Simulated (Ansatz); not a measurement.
# ZrSi2N4 monolayer in a perpendicular field, part 2 of 2

Aim: how the ZrSi2N4 monolayer screens a field along its normal, and what the field does to its bands. A positive field points along +c.

Ansatz 0.2.0; plane-wave DFT, PBE-D3(BJ), Ansatz PAW (set soft_1); PAW set soft_1.

So far. Step 2 (Relaxation): The lattice constant a goes from 2.920 to 3.030 Å.

### Step 3. Single point, field 0

A sawtooth potential applies the field, turning back in the middle of the vacuum. With the dipole correction the typed value is the field outside the slab. The induced dipole is small, so the SCF threshold is tight.

The cell differs from the one that the last finished run ended in (c 45.964 → 24.953 Å).

File input.yaml:

```yaml
crystal:
  lattice:
    - [3.0296955099, 0.0, 0.0]
    - [-1.5148477549, 2.6237932773, 0.0]
    - [0.0, 0.0, 24.9527680673]
  atoms:
    - { symbol: "N", position: [0.0, 0.0, 0.3606814272] }
    - { symbol: Si, position: [0.3333333333, 0.6666666667, 0.3798227084] }
    - { symbol: "N", position: [0.3333333333, 0.6666666667, 0.4494245543] }
    - { symbol: Zr, position: [0.0, 0.0, 0.5] }
    - { symbol: "N", position: [0.3333333333, 0.6666666667, 0.5505754457] }
    - { symbol: Si, position: [0.3333333333, 0.6666666667, 0.6201772916] }
    - { symbol: "N", position: [0.0, 0.0, 0.6393185728] }
kpoints:
  mp_grid: { grid: [18, 18, 1] }
  band_path:
    path: [[0, 0, 0], [0.5, 0, 0], [0.33333333, 0.33333333, 0], [0, 0, 0]]
    npoints: 16
hamiltonian:
  xc: pbe
  dispersion: d3bj
  pseudopotentials: { kind: paw, azcp: { folder: soft_1 } }
scf:
  occupations: { method: fermi_dirac, width: 0.02585 }
  convergence: { dr2_threshold: 1.0e-10 }
efield:
  axis: 3
  dipole_correction: true
  ramp_position: 0.97
  ramp_width: 0.06
  amplitude: 0
output:
  dos: { projected: true, e_range: [-6, 5] }
  write_potential: true
  write_density: true
  volumetric_format: npy
  elf: true
```

The run is started by

```console
$ ansatz run input.yaml --threads 2 --pin off --max-ram 3072MiB --backend cpu --events-out ev --progress --plain --runs-dir out
```

Numbers of over 12 decimals in the logs are rounded to 6 here.

The program printed:

```text
[...]
Crystal: 7 atoms, lattice volume = 198.357 Å³
Basis set: ecut = 420 eV, 3839 PW (Γ)
Bands: 27, of which v1, the nominal top of the filled ones, is band 20 counted from 1 (19 counted from 0)
Symmetry: 6 space group operations
k-points: 37 of 324 (time reversal used)
[...]
SCF iter   1: F=—  HF=-7008.679952 eV  |F-HF|=—  |Δ(HF+E_count)|=         —  Δρ=1.14e-1  dr2=3.02e1  ethr=3.10e-3  p=0.000 e·Å  D=2.10e-14 V/Å  ΔV_dip=-0.00 eV  dr2_dipole=4.34e-8  V_vac-E_F(+/−)=9.64/9.64 eV  ⟨swp⟩=9.8  Hψ=6623  notcnv=0
efield: sawtooth ramp at fractional position 0.9700 (set: `efield.ramp_position`, or a place that a band, a saddle search or an elastic batch's reference lends), width 0.0600; the density the first Hamiltonian is built on has a dipole p = 0.000 e·Å; the dipole correction subtracts the counter field D = 2.10e-14 V/Å, which shifts the + side's vacuum level by -0.00 eV against the − side's; the planar-averaged density in the ramp window peaks in size at 1.8e-6 e/Å³
[...]
SCF iter   2: F=—  HF=-7002.615665 eV  |F-HF|=—  |Δ(HF+E_count)|=    6.06e0  Δρ=8.22e-2  dr2=1.63e1  ethr=3.10e-3  p=-0.000 e·Å  D=-1.41e-4 V/Å  ΔV_dip=0.00 eV  dr2_dipole=1.28e-5  V_vac-E_F(+/−)=5.74/5.74 eV  ⟨swp⟩=5.3  Hψ=3526  notcnv=0  defer=99
[...]
SCF iter  16: F=-6999.900588 eV  HF=-6999.900588 eV  |F-HF|=3.46e-11  |Δ(HF+E_count)|=  1.24e-10  Δρ=1.67e-7  dr2=6.75e-11  ethr=1.00e-12  p=-0.000 e·Å  D=-2.64e-7 V/Å  ΔV_dip=0.00 eV  dr2_dipole=3.04e-12  V_vac-E_F(+/−)=5.59/5.59 eV  ⟨swp⟩=14.8  Hψ=4846  notcnv=0
SCF 1 converged in 16 iterations: F = -6999.900588 eV  dr2 = 6.75e-11
[...]
NSCF: frozen V_eff on 49 k-points
efield: sawtooth ramp at fractional position 0.9700 (kept from the solve that this one continues, or follows in the run), width 0.0600; the density the first Hamiltonian is built on has a dipole p = -0.000 e·Å; the dipole correction subtracts the counter field D = -2.64e-7 V/Å, which shifts the + side's vacuum level by +0.00 eV against the − side's; the planar-averaged density in the ramp window peaks in size at 2.5e-6 e/Å³
[...]
SCF converged after 16 iterations
Free energy (F): -6999.900588 eV
[...]
Internal energy: -6999.900588 eV  (E = F + TS)
E sigma→0 (E₀):  -6999.900588 eV
Fermi energy:    0.830667 eV
Dipole field:    D = 0.000002 V/Å  (p = 0.000002 e·Å, saw-weighted, corrected)
Work function:   Φ+ = 5.5898 eV   Φ− = 5.5898 eV
Levels:          The Fermi level and band energies are counted from a zero that moves with the ramp; work functions are not
[...]
--- Band table (eV; the first three rows and the last of 37) ---
  k-point 0: bands = [... 16 lower, -2.0325, -0.8759, -0.8566, -0.8566, 2.3160, 4.1948, 4.4459, 5.1118, ... 3 higher]
  k-point 1: bands = [... 16 lower, -1.9804, -0.9915, -0.9063, -0.7335, 2.3561, 4.2824, 4.3080, 5.1312, ... 3 higher]
  k-point 2: bands = [... 16 lower, -1.8290, -1.1053, -1.0450, -0.6727, 2.3143, 4.2010, 4.5614, 5.1897, ... 3 higher]
  k-point 36: bands = [... 16 lower, -2.5360, -2.2420, -0.5263, 0.2247, 2.0651, 4.8880, 5.5746, 6.8371, ... 3 higher]
```

Wall time 22 s (2 threads of Arm Neoverse V2, shared host); peak memory 0.53 GiB; 43 s of CPU time.

In the SCF lines HF is the Harris–Foulkes energy and dr2 the Hartree energy of the density residual, in eV; the loop may stop once dr2 is under the threshold and the program's other checks hold. Hψ counts applications of the Hamiltonian.

This step gave:

```
gap on the k-mesh                  : 1.284 eV
dipole along the normal            : 2.29e-6 e·Å
gap along the path                 : 1.282 eV
smallest direct gap along the path : 1.804 eV
ionisation energy, upper face      : 6.196 eV
electron affinity, upper face      : 4.914 eV
gap, the smaller of path and mesh  : 1.282 eV
```

Running mean over a fixed 2.6 Å (it still follows the layers) of the planar mean; the ramp of the sawtooth is left out. Table of electron's electrostatic potential energy less the Fermi level by z:

z (Å), electron's electrostatic potential energy less the Fermi level (eV) and a bar from the least value:
```
      3.5        5.6 ##############################
      4.0        5.6 ##############################
      4.5        5.6 ##############################
      5.0        5.6 ##############################
      5.5        5.6 ##############################
      6.0        5.6 ##############################
      6.5        5.5 ##############################
      7.0        5.1 #############################
      7.5        3.2 ##########################
      8.0       -0.8 ###################
      8.5       -4.3 #############
      9.0       -6.3 ##########
      9.5       -7.2 #########
     10.0       -7.9 #######
     10.5       -6.9 #########
     11.0       -7.1 #########
     11.5       -9.3 #####
     12.0      -11.5 #
     12.5      -12.3 
     13.0      -11.4 #
     13.5       -9.1 #####
     14.0       -7.0 #########
     14.5       -7.0 #########
     15.0       -7.9 #######
     15.5       -7.1 #########
     16.0       -6.2 ##########
     16.5       -4.0 ##############
     17.0       -0.4 ####################
     17.5        3.5 ##########################
     18.0        5.2 #############################
     18.5        5.5 ##############################
     19.0        5.6 ##############################
     19.5        5.6 ##############################
     20.0        5.6 ##############################
     20.5        5.6 ##############################
     21.0        5.6 ##############################
     21.5        5.6 ##############################
```

The density of states has structure finer than the step of the table below, so its rows give means over 0.25 eV, whole bins alone (the curve runs from -6 to 2.66 eV). Peaks (eV: height): -5.970: 7.45, -5.040: 7.86, -4.810: 10.8, -2.420: 7.71, -1.640: 12.8, -1.450: 6.97, 0.700: 12.5.

The density of states by energy, zero at the Fermi level of the run, which the smearing sets inside the gap; means over each step:

```tsv
energy (eV)	density of states (states/eV a cell)
-5.75	2.02
-5.50	3.06
-5.25	4.22
-5.00	4.27
-4.75	6.95
-4.50	3.38
-4.25	3.74
-4.00	4.11
-3.75	2.70
-3.50	1.47
-3.25	1.64
-3.00	2.42
-2.75	4.07
-2.50	4.87
-2.25	3.82
-2.00	4.18
-1.75	5.32
-1.50	6.82
-1.25	1.72
-1.00	0.872
-0.75	0.748
-0.50	0.0227
-0.25	0
0.00	0
0.25	0
0.50	0
0.75	4.78
1.00	1.76
1.25	0.711
1.50	0.406
1.75	0
```

Projected DOS per atom over height of the atomic layer and energy from the Fermi level. Layers: N Si N Zr N Si N from below.

Values in states/eV, 22 rows by 7 columns, each cell a mean:
```
0.00 0.00 0.00 0.00 0.00 0.00 0.00
0.00 0.00 0.00 0.00 0.00 0.00 0.00
0.01 0.01 0.02 0.15 0.02 0.01 0.01
0.01 0.01 0.05 0.59 0.05 0.01 0.01
0.08 0.05 0.24 2.96 0.24 0.05 0.08
0.01 0.00 0.02 0.23 0.02 0.00 0.01
0.00 0.00 0.00 0.00 0.00 0.00 0.00
0.00 0.00 0.00 0.00 0.00 0.00 0.00
0.12 0.00 0.14 0.01 0.14 0.00 0.12
0.21 0.01 0.24 0.04 0.24 0.01 0.21
1.26 0.04 1.61 0.33 1.61 0.04 1.26
0.69 0.03 1.12 0.48 1.12 0.03 0.69
0.77 0.05 1.03 0.60 1.03 0.05 0.77
0.64 0.07 1.01 0.62 1.01 0.07 0.64
0.28 0.05 0.63 0.35 0.63 0.05 0.28
0.17 0.03 0.37 0.35 0.37 0.03 0.17
0.61 0.13 0.60 0.55 0.60 0.13 0.61
0.73 0.19 0.75 0.50 0.75 0.19 0.73
1.14 0.38 0.81 0.51 0.81 0.38 1.14
0.95 0.44 0.76 0.45 0.76 0.44 0.95
0.64 0.34 0.53 0.40 0.53 0.34 0.64
0.57 0.33 0.48 0.47 0.48 0.33 0.57
```
Columns: height of the atomic layer (Å) from 9 to 16.0 (not evenly spaced); rows upwards: energy from the Fermi level (eV) from -5.96 to 2.59.

The electronic bands at the labelled points (eV, zero at the Fermi level of the run, which the smearing sets inside the gap):

```tsv
point	band 17	band 18	band 19	band 20	band 21	band 22	band 23	band 24
Γ	-2.86	-1.71	-1.69	-1.69	1.49	3.36	3.62	4.28
halfway	-2.40	-2.39	-2.01	-1.63	0.83	3.57	3.86	4.75
M	-3.01	-1.74	-1.69	-1.29	0.76	2.75	2.90	5.90
halfway	-2.94	-2.18	-1.44	-1.04	0.92	4.16	4.22	4.92
K	-3.37	-3.07	-1.36	-0.61	1.23	4.06	4.74	6.01
halfway	-2.46	-1.87	-1.85	-1.59	0.71	4.16	4.72	4.97
Γ	-2.86	-1.71	-1.69	-1.69	1.49	3.36	3.62	4.28
```

Valence density in the ca plane at fractional y = 0.667, with atoms of Si and N within 0.2 Å of it. It is the smooth field of the valence electrons, not physical close to the nuclei.

Ten steps, logarithmic in the rise over the least value, from '0' (0.0 e/Å³) to '9' (3.4 e/Å³), each cell a mean:
```
00000000000000000013566543334567644333456543
00000000000000000013566533334567643333456543
00000000000000000013456544455555555544456542
00000000000000000012455456788654578865555532
00000000000000000012343357899855689986534432
00000000000000000012343357999865699986534432
00000000000000000012455456788754578875545532
00000000000000000013456544556555556544456542
```
Columns run along c (16.0 Å, from fractional 0.05 to 0.69 of the cell), rows up along a (3.0 Å). Atoms in or near the plane, at fractional coordinates: Si at (0.38, 0.33), N at (0.45, 0.33), N at (0.55, 0.33), Si at (0.62, 0.33).

ELF in the ca plane at fractional y = 0.667, with atoms of Si and N within 0.2 Å of it. It is the smooth field of the valence electrons, not physical close to the nuclei.

Ten even steps from '0' (0.00) to '9' (0.86), each cell a mean:
```
00000000002467775211212553121114777642100000
00000000002467775201112563111014777652100000
00000000001246885235762222476424787531000000
00000000000135653478997215999853466410000000
00000000000023232698468427836983322210000000
00000000000022233698358427726983322210000000
00000000000135543489897215988863455310000000
00000000001246885346763222577434787531000000
```
Columns run along c (16.0 Å, from fractional 0.15 to 0.80 of the cell), rows up along a (3.0 Å). Atoms in or near the plane, at fractional coordinates: Si at (0.38, 0.33), N at (0.45, 0.33), N at (0.55, 0.33), Si at (0.62, 0.33).

Electrostatic potential energy in the ca plane at fractional y = 0.667, with atoms of Si and N within 0.2 Å of it. With pseudopotentials it is smooth inside the atoms' cores, unlike the true potential.

Ten even steps from '0' (-37 eV) to '9' (6 eV), each cell a mean:
```
99999999999998888899986335789988888999999999
99999999999998888899986335789998888999999999
99999999999998766789887556889987678999999999
99999999999987311476457777635762026899999999
99999999999985033151005887100431403799999999
99999999999985043151005887100421512799999999
99999999999987300375237777524751015899999999
99999999999998756788887656888886568999999999
```
Columns run along c (16.0 Å, from fractional 0.15 to 0.80 of the cell; values clipped at the 3rd and 97th percentile), rows up along a (3.0 Å). Atoms in or near the plane, at fractional coordinates: Si at (0.38, 0.33), N at (0.45, 0.33), N at (0.55, 0.33), Si at (0.62, 0.33).

The gap is 1.28 eV, with the valence edge 6.20 eV and the conduction edge 4.91 eV under the upper vacuum level.

### Step 4. Atoms held, field 0.1 V/Å

Changes to input.yaml since step 3:

```diff
@@ -28,7 +28,6 @@
   dipole_correction: true
-  ramp_position: 0.97
-  ramp_width: 0.06
-  amplitude: 0
+  ramp_position: 0.9363
+  ramp_width: 0.1274
+  amplitude: 0.1
 output:
-  dos: { projected: true, e_range: [-6, 5] }
   write_potential: true
@@ -36,2 +35 @@
   volumetric_format: npy
-  elf: true
```

The program printed:

```text
[...]
Crystal: 7 atoms, lattice volume = 198.357 Å³
Basis set: ecut = 420 eV, 3839 PW (Γ)
Bands: 27, of which v1, the nominal top of the filled ones, is band 20 counted from 1 (19 counted from 0)
Symmetry: 6 space group operations
k-points: 37 of 324 (time reversal used)
[...]
k-point 0: bands = [... 16 lower, -2.0325, -0.8754, -0.8567, -0.8567, 2.3155, 4.1865, 4.4520, 5.1115, ... 3 higher]
  k-point 1: bands = [... 16 lower, -1.9805, -0.9913, -0.9065, -0.7334, 2.3557, 4.2507, 4.3373, 5.1309, ... 3 higher]
  k-point 2: bands = [... 16 lower, -1.8292, -1.1049, -1.0451, -0.6725, 2.3140, 4.1956, 4.5640, 5.1894, ... 3 higher]
  k-point 36: bands = [... 16 lower, -2.5361, -2.2422, -0.5274, 0.2255, 2.0649, 4.8878, 5.5739, 6.8372, ... 3 higher]
[key lines of the parts left out:]
SCF converged after 18 iterations
Free energy (F): -6999.902353 eV
Fermi energy:    0.831013 eV
Dipole field:    D = 0.032203 V/Å  (p = 0.035301 e·Å, saw-weighted, corrected)
```

Elapsed: 23 s, on 2 threads; peak memory 0.5 GiB.

The dipole is 0.0353 e·Å, and the gap 1.281 eV.

### Step 5. Single point, field -0.1 V/Å

Changes to input.yaml since step 4:

```diff
@@ -30,3 +30,3 @@
   ramp_width: 0.1274
-  amplitude: 0.1
+  amplitude: -0.1
 output:
```

The program printed:

```text
[...]
Crystal: 7 atoms, lattice volume = 198.357 Å³
Basis set: ecut = 420 eV, 3839 PW (Γ)
Bands: 27, of which v1, the nominal top of the filled ones, is band 20 counted from 1 (19 counted from 0)
Symmetry: 6 space group operations
k-points: 37 of 324 (time reversal used)
[...]
k-point 0: bands = [... 16 lower, -2.0325, -0.8754, -0.8567, -0.8567, 2.3155, 4.1865, 4.4520, 5.1115, ... 3 higher]
  k-point 1: bands = [... 16 lower, -1.9805, -0.9913, -0.9065, -0.7334, 2.3557, 4.2507, 4.3373, 5.1309, ... 3 higher]
  k-point 2: bands = [... 16 lower, -1.8292, -1.1049, -1.0451, -0.6725, 2.3140, 4.1956, 4.5640, 5.1894, ... 3 higher]
  k-point 36: bands = [... 16 lower, -2.5361, -2.2422, -0.5274, 0.2255, 2.0649, 4.8878, 5.5739, 6.8372, ... 3 higher]
[key lines of the parts left out:]
SCF converged after 18 iterations
Free energy (F): -6999.902353 eV
Fermi energy:    0.831013 eV
Dipole field:    D = -0.032203 V/Å  (p = -0.035301 e·Å, saw-weighted, corrected)
```

Run time: 23 s. Hardware: 2 threads; peak memory 0.5 GiB; 45 s of CPU time.

The dipole is -0.0353 e·Å, and the gap 1.281 eV.

### Step 6. Response, atoms held

This step: plane-wave DFT, PBE-D3(BJ), Ansatz PAW (set soft_1); response to a field along the normal, atoms held; PAW set soft_1 (Ansatz 0.2.0).

The dipoles give the slope, and the difference of two potentials shows where the field is screened.

This step gave:

* equivalent conductor thickness p/(ε₀AE): 8.036 Å
* distance between the outer atoms: 6.953 Å

The dipole of the cell by applied field:

```tsv
applied field (V/Å)	dipole of the cell (e·Å)
-0.1000	-0.0353
0.0000	2.3e-6
0.1000	0.0353
```

Local field over the applied field, running mean. From the potentials at -0.1 and 0.1 V/Å; running mean over 2.5 Å. The local field over applied field by z:

z (Å), local field over applied field and a bar:
```
      4.5      0.999 ##############################
      5.0      0.998 ##############################
      5.5      0.993 ##############################
      6.0      0.980 #############################
      6.5      0.942 ############################
      7.0      0.855 #########################
      7.5      0.710 #####################
      8.0      0.545 ################
      8.5      0.384 ##########
      9.0      0.263 #######
      9.5      0.184 ####
     10.0      0.148 ###
     10.5      0.122 ##
     11.0      0.109 ##
     11.5      0.091 #
     12.0      0.069 
     12.5      0.055 
     13.0      0.071 #
     13.5      0.093 #
     14.0      0.111 ##
     14.5      0.124 ##
     15.0      0.151 ###
     15.5      0.189 ####
     16.0      0.273 #######
     16.5      0.397 ###########
     17.0      0.561 ################
     17.5      0.725 #####################
     18.0      0.867 ##########################
     18.5      0.947 ############################
     19.0      0.982 #############################
     19.5      0.994 ##############################
     20.0      0.998 ##############################
     20.5      0.999 ##############################
```

The induced electron density oscillates, so the rows of the table below give means over windows of 1 Å about each position, cut where the curve ends. Its maxima inside the range that stand out by 2 % of the span (Å: e/Å³ per V/Å): 8.2: 0.00384, 9.1: 0.00109, 10.5: 0.00115, 11.2: 0.00128, 13.0: 0.00129, 14.0: -4.4e-4, 15.2: 0.00152, 16.1: -2.4e-4. Its minima: 8.9: 2.4e-4, 9.7: -0.00152, 11.0: 4.4e-4, 11.9: -0.00129, 13.7: -0.00128, 14.4: -0.00115, 15.8: -0.00109, 16.8: -0.00384.

Electrons, planar mean, per unit field. Table of induced electron density by z; means over each step:

```tsv
z (Å)	induced electron density (e/Å³ per V/Å)
5	9.9e-6
6	1.1e-4
7	8.8e-4
8	0.00313
9	7.5e-4
10	-2.7e-4
11	8.8e-4
12	-6.4e-4
13	6.0e-4
14	-8.9e-4
15	3.6e-4
16	-9.0e-4
17	-0.00310
18	-8.1e-4
19	-9.8e-5
20	-8.8e-6
```

The smaller of the gaps on the path and on the k-mesh, counted as 0 under 0.03 eV. The gap stays at 1.28 eV for applied field from -0.1 to 0.1 V/Å.

By hand: between -0.1 and 0.1 V/Å the dipole changes by 0.07060 e·Å, a slope of 0.3530 e·Å²/V. A perfect conductor of thickness t has p = ε₀AEt, so t = 180.95 × 0.3530 / 7.949 = 8.04 Å (e/ε₀ = 180.95 V·Å, A in Å²).

The induced dipole is that of a conductor 8.04 Å thick.

### Step 7. What came out

| Property | Result |
| --- | --- |
| gap without field | 1.28 eV |
| ionisation energy, upper face | 6.20 eV |
| electron affinity, upper face | 4.91 eV |
| equivalent conductor thickness, atoms held | 8.04 Å |

In words: The induced dipole equals that of a perfect conductor 8.04 Å thick, while the outer atoms lie 6.95 Å apart; an out-of-plane ε follows only once a thickness t is chosen, by 1 − 1/ε = 8.04 Å / t. The gap stays within 0.01 eV of 1.28 eV over the fields run, up to 0.1 V/Å in size. Semilocal functionals give gaps that are too small, and excitons are not included. Spin-orbit coupling is left out. The outer anions sit over the metal atoms, one of several polytypes of such layers and not the lowest for every compound.

[Logs are printed without paths, hosts, clocks, repeated set-up lines and the standing remarks that a program may print on its own settings, such as how far it seeks lower states.]

[Hosts, paths, dates, database ids (printed as entryN), source tags and the programs' standing remarks are cut or masked in the printed files.]

[Maps of the electrostatic potential energy from Ansatz leave out the sawtooth potential of an applied field or a dipole correction, so their vacuum need not be flat; planar profiles and work functions include it.]

[The density of states shown here was stored with 400 of the rows of the run's finer table, so its peaks can read low, often by over a quarter, or be missed, and its means over a window can be off by a tenth or more.]
